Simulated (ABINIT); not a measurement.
## BAs in ABINIT: the effect of functional

BAs:

```
As B
1.0
     0.00000    2.38850    2.38850
     2.38850    0.00000    2.38850
     2.38850    2.38850    0.00000
As B
1 1
Direct
  0.75000 0.75000 0.75000
  0.00000 0.00000 0.00000
```

Alike in all runs:

* Program: ABINIT 10.8.3 (patched build)
* Task: single point
* Potentials or basis: JTH PAW PBE v2.0
* Cutoff: 490 eV
* k mesh: 10 × 10 × 10
* Occupations: fermi-dirac, width 0.05 eV
* Spin: no spin polarisation

Task: One run gave: gap on the mesh 1.41 eV; pressure -0.7 GPa. Which functional did it use?
A. BLYP
B. revPBE
C. AM05
D. r2SCAN
E. SCAN

Result: E.

```csv
functional,gap on the mesh (eV),pressure (GPa)
LDA,1.13,-3.8
PBEsol,1.08,-0.7
RPBE,1.21,5.4
BLYP,1.41,7.6
AM05,1.12,-0.9
r2SCAN,1.36,0.7
SCAN,1.41,-0.7
revPBE,1.20,4.8
PW91,1.20,2.6
WC,1.09,-0.6
```

Caveats: the PAW data sets were made with another functional, which shifts forces and pressure a little.

A k mesh can miss the band edges.

Runs at the PBE level aren't shown here.
